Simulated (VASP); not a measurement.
# W (Im-3m) in VASP: notebook, part 2 of 2

VASP 6.6.1. The steps go on from the part before.

## Step 6: Single point, PBE

INCAR reads:

```
SYSTEM = W
ADDGRID = .False. ; ALGO = Normal
EDIFF = 1E-7 ; ENCUT = 460
GGA = PE ; ISIF = 2
ISMEAR = 1 ; LASPH = .True.
LCHARG = .False. ; LREAL = .False.
LWAVE = .False. ; NELM = 100
PREC = Normal ; SIGMA = 0.2
```

KPOINTS reads:

```
k-points
0
Gamma
  11 11 11
  0 0 0
```

POSCAR reads:

```
W
1.0
   -1.5823450000      1.5823450000      1.5823450000
    1.5823450000     -1.5823450000      1.5823450000
    1.5823450000      1.5823450000     -1.5823450000
W
1
Direct
    0.0000000000      0.0000000000      0.0000000000
```

Potentials or basis: VASP PAW PBE potentials, release 64 (W).

Launch:

```sh
> cat potpaw_PBE.64/W/POTCAR > POTCAR
> mpirun -np 1 vasp_std > vasp.out
```

OUTCAR:

```text
SYSTEM = W
   EDIFF = 1E-7
   ENCUT = 460
   GGA = PE
   ISIF = 2
   ISMEAR = 1
   LASPH = .True.
   LREAL = .False.
   NELM = 100
   PREC = Normal

 Found     56 irreducible k-points:

 Following reciprocal coordinates:
            Coordinates               Weight
  0.000000  0.000000  0.000000      1.000000
  0.090909  0.000000  0.000000     12.000000
  0.181818  0.000000  0.000000     12.000000
  0.272727  0.000000  0.000000     12.000000
  0.363636  0.000000  0.000000     12.000000
  0.454545  0.000000  0.000000     12.000000
   k-points           NKPTS =     56   k-points in BZ     NKDIM =     56   number of bands    NBANDS=      7
   number of dos      NEDOS =    301   number of ions     NIONS =      1
   total plane-waves  NPLWV =   2744
   dimension x,y,z NGX =    14 NGY =   14 NGZ =   14
   dimension x,y,z NGXF=    28 NGYF=   28 NGZF=   28
   ions per type =               1
   NGX,Y,Z   is equivalent  to a cutoff of   8.49,  8.49,  8.49 a.u.
   NGXF,Y,Z  is equivalent  to a cutoff of  16.98, 16.98, 16.98 a.u.
 SYSTEM =  W
   PREC   = normal    normal or accurate (medium, high low for compatibility)
   ISTART =      0    job   : 0-new  1-cont  2-samecut
   ICHARG =      2    charge: 1-file 2-atom 10-const
   ISPIN  =      1    spin polarized calculation?
   LNONCOLLINEAR =      F non collinear calculations
   LSORBIT =      F    spin-orbit coupling
   LASPH  =      T    aspherical Exc in radial PAW
   ENCUT  =  460.0 eV  33.81 Ry    5.81 a.u.   4.79  4.79  4.79*2*pi/ulx,y,z
   NELM   =    100;   NELMIN=  2; NELMDL= -5     # of ELM steps
   EDIFF  = 0.1E-06   stopping-criterion for ELM
   LREAL  =      F    real-space projection
   EDIFFG = 0.1E-05   stopping-criterion for IOM
   NSW    =      0    number of steps for IOM
   IBRION =     -1    ionic relax: 0-MD 1-quasi-New 2-CG
   NFREE  =      0    steps in history (QN), initial steepest desc. (CG)
   ISIF   =      2    stress and relaxation
   ISYM   =      2    0-nonsym 1-usesym 2-fastsym
   POTIM  = 0.5000    time-step for ionic-motion
   TEBEG  =    0.0;   TEEND  =   0.0 temperature during run
   PSTRESS=    0.0 pullay stress
   NELECT =       6.0000    total number of electrons
   NUPDOWN=      -1.0000    fix difference up-down
   EMIN   =  10.00;   EMAX   =-10.00  energy-range for DOS
   EFERMI =   0.00;   METHOD = LEGACY
   ISMEAR =     1;   SIGMA  =   0.20  broadening in eV -4-tet -1-fermi 0-gaus
   EFERMI_NEDOS =   21; number of points for ismear=-14 and -15
   IALGO  =     38    algorithm
   IMIX   =      4    mixing-type and parameters
     AMIX     =   0.40;   BMIX     =  1.00
     AMIX_MAG =   1.60;   BMIX_MAG =  1.00
  volume/ion in A,a.u.               =      15.85       106.94
  Fermi-wavevector in a.u.,A,eV,Ry     =   1.184325  2.238049 19.083867  1.402625
  Thomas-Fermi vector in A             =   2.320541
   LORBIT       =      0    0 simple, 1 ext, 2 COOP (PROOUT), +10 PAW based schemes
   GGA     = PE    functional components
   LHFCALC =     F    Hartree Fock is set to
   AEXX    =    0.0000 exact exchange contribution
   IVDW    =     0    specifies the selected vdW correction
   LEPSILON=     F    determine dielectric tensor
   LRPA    =     F    only Hartree local field effects (RPA)
 non-spin polarized calculation
 Methfessel and Paxton  Order N= 1 SIGMA  =   0.20
  energy-cutoff  :      460.00
  volume of cell :       15.85
 maximum number of plane-waves:       370
   NGX =  9   NGY =  9   NGZ =  9

 number of electron       5.9999994 magnetization

 Free energy of the ion-electron system (eV)
  ---------------------------------------------------
  ext. energy  EPLUGINS =         0.00000000
  ---------------------------------------------------
  free energy    TOTEN  =       -12.99884480 eV

  energy without entropy =      -12.99720053  energy(sigma->0) =      -12.99829671

 E-fermi :   7.8234     XC(G=0): -13.1425

 val. band max:        7.8218016529   @ k =   0.4545   0.0909   0.0000
 cond. band min:       7.8797897800   @ k =  -0.1818   0.2727   0.0909
 fundamental gap:      0.0579881271
 Fermi energy:         7.8234356164

 k-point     1 :       0.0000    0.0000    0.0000
  band No.  band energies     occupation
      1      -1.7962      2.00000
      2       6.5756      2.00000
      3       6.5756      2.00000
      4       6.5756      2.00000
      5      10.0523     -0.00000
      6      10.0523     -0.00000
      7      23.0473      0.00000
[... 41 lines left out ...]
 k-point     6 :       0.4545    0.0000    0.0000
  band No.  band energies     occupation
      1       1.5705      2.00000
      2       4.2875      2.00000
      3       8.1922     -0.02562
      4      10.0084     -0.00000
      5      10.8780     -0.00000
      6      13.6418      0.00000
      7      19.1755      0.00000

 [... further k-points ...]

------------------------ aborting loop because EDIFF is reached ----------------------------------------

  FORCE on cell =-STRESS in cart. coord.  units (eV):
  Direction    XX          YY          ZZ          XY          YZ          ZX
  --------------------------------------------------------------------------------------
  -------------------------------------------------------------------------------------
  Total        0.2342742      0.2342742      0.2342742      0.0000000      0.0000000     -0.0000000
  in kB       23.6848993     23.6848993     23.6848993      0.0000000      0.0000000     -0.0000000
  external PRESSURE =      23.6848993 kB  Pullay stress =       0.0000000 kB

 VOLUME and BASIS-vectors are now :
 -----------------------------------------------------------------------------
  energy-cutoff  :      460.00
  volume of cell :       15.85
      direct lattice vectors                 reciprocal lattice vectors
    -1.582345000  1.582345000  1.582345000     0.000000000  0.315986716  0.315986716
     1.582345000 -1.582345000  1.582345000     0.315986716  0.000000000  0.315986716
     1.582345000  1.582345000 -1.582345000     0.315986716  0.315986716  0.000000000

 POSITION                                       TOTAL-FORCE (eV/Angst)
 -----------------------------------------------------------------------------------
      0.00000      0.00000      0.00000        -0.000000      0.000000      0.000000
 -----------------------------------------------------------------------------------
    total drift:                               -0.000000     -0.000000      0.000000

  FREE ENERGIE OF THE ION-ELECTRON SYSTEM (eV)
  ---------------------------------------------------
  free  energy   TOTEN  =       -12.9988448036 eV

  energy  without entropy=      -12.9972005257  energy(sigma->0) =      -12.99829671
```

OSZICAR:

```text
N       E                     dE             d eps       ncg     rms          rms(c)
DAV:   1     0.716415922431E+01    0.71642E+01   -0.27803E+03   784   0.666E+02
DAV:   2    -0.133440603296E+02   -0.20508E+02   -0.19881E+02  1029   0.151E+02
DAV:   3    -0.136754082141E+02   -0.33135E+00   -0.32844E+00   952   0.165E+01
DAV:   4    -0.136763100688E+02   -0.90185E-03   -0.90196E-03  1141   0.773E-01
DAV:   5    -0.136763109169E+02   -0.84810E-06   -0.84811E-06  1036   0.158E-02    0.205E+01
DAV:   6    -0.131914100023E+02    0.48490E+00   -0.38954E-01   917   0.492E+00    0.102E+01
DAV:   7    -0.130004011827E+02    0.19101E+00   -0.47907E-01   980   0.531E+00    0.402E-01
DAV:   8    -0.129991247202E+02    0.12765E-02   -0.19514E-03   861   0.392E-01    0.178E-01
DAV:   9    -0.129988439281E+02    0.28079E-03   -0.31229E-04  1043   0.109E-01    0.191E-02
DAV:  10    -0.129988467668E+02   -0.28387E-05   -0.75835E-06  1057   0.243E-02    0.510E-03
DAV:  11    -0.129988446883E+02    0.20786E-05   -0.22438E-07   861   0.425E-03    0.634E-04
DAV:  12    -0.129988448502E+02   -0.16191E-06   -0.15217E-08   539   0.948E-04    0.493E-04
DAV:  13    -0.129988448036E+02    0.46616E-07   -0.11055E-09   441   0.287E-04
   1 F= -.12998845E+02 E0= -.12998297E+02  d E =-.164428E-02
```

It took 2.2 s on 1 thread of AMD EPYC 9R45 (Zen 5), shared host; peak memory 0.08 GiB.

These settings aren't checked as converged: the numbers below hold their error.

What came out:

```yaml
Free_energy: -12.9988 eV
Pressure: 2.4 GPa
Band_gap_on_the_k_mesh: none (metal or under the smearing width)
```

## Step 7: For comparison

An earlier run on the cell as given: functional PBE; potentials or basis VASP PAW PBE potentials, release 64 (W_sv); cutoff 520 eV; k mesh 12 × 12 × 12; occupations fermi-dirac, width 0.05 eV; no spin polarisation.

- Pressure: 6.4 GPa
- Band gap on the k mesh: none (metal or under the smearing width)
